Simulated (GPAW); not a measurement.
Runs of GPAW 26.7.0 on As. The structure is trigonal, space group R-3m (No. 166). Conventional cell: a = 3.762 Å, b = 3.762 Å, c = 10.542 Å, α = 90.00°, β = 90.00°, γ = 120.00°. As (site symmetry 3m) has 3 As at 2.51 Å as nearest neighbours. 

```tsv
task	level	potentials or basis	spin	cell	k mesh	smearing	band path	band points	spin axis theta (degrees)	spin axis phi (degrees)	soc after scf	gap on the mesh (eV)	pressure (GPa)	relaxed volume (Å³/atom)	largest force (eV/Å)
band structure	PBE	GPAW PAW data sets (gpaw-data 1.2.1), pw	SOC, no magnetisation	as given	6 × 6 × 6	fermi-dirac 0.05 eV	GLB1,BZGX,QFP1Z,LP	100	90	0	second variation	-	3.8	-	0.38
relaxation of cell and atoms	LDA	the program's PAW data sets (release 1.2.1) made for this functional, pw	off	relaxed	6 × 6 × 6	fermi-dirac 0.05 eV	-	-	-	-	-	none	0.0	20.56	-
relaxation of cell and atoms	revTPSS	GPAW PAW data sets (gpaw-data 1.2.1), pw	off	relaxed to 2 GPa	6 × 6 × 6	fermi-dirac 0.05 eV	-	-	-	-	-	none	2.1	-	0.02
relaxation of cell and atoms	AM05	PAW data sets generated in the run's folder for this functional, pw	off	relaxed	6 × 6 × 6	fermi-dirac 0.05 eV	-	-	-	-	-	none	0.1	21.06	0.02
single point	RPBE	the program's PAW data sets (release 1.2.1) made for this functional, pw	off	as given	9 × 9 × 9	gaussian 0.05 eV	-	-	-	-	-	none	(b)	-	(c)
single point	PBEsol	PAW data sets generated in the run's folder for this functional, pw	off	as given	9 × 9 × 9	gaussian 0.02 eV	-	-	-	-	-	none	0.5	-	(a)
band structure	BP86	PAW data sets generated in the run's folder for this functional, pw	SOC, no magnetisation	as given	6 × 6 × 6	fermi-dirac 0.05 eV	GLB1,BZGX,QFP1Z,LP	60	54.7	45	second variation	-	4.7	-	0.36
```

Alike in all rows: cutoff (eV) 600.

Problem. Estimate the missing entries.

Solution. (a) 0.43; (b) 5.7; (c) 0.52.

Caveats: later steps reuse the first step's grids (some runs); spin-orbit coupling was added after a scalar SCF, so levels and gaps hold it while energy, forces, pressure and moments don't (some runs); this program's spin-orbit splittings come out too wide for heavy elements (some runs); the PAW data sets were made with another functional, which shifts forces and pressure a little (some runs).

A k mesh can miss the band edges, and rows without SOC leave out spin-orbit coupling on As.

A gap of «none» marks a metal or a gap under the smearing width.
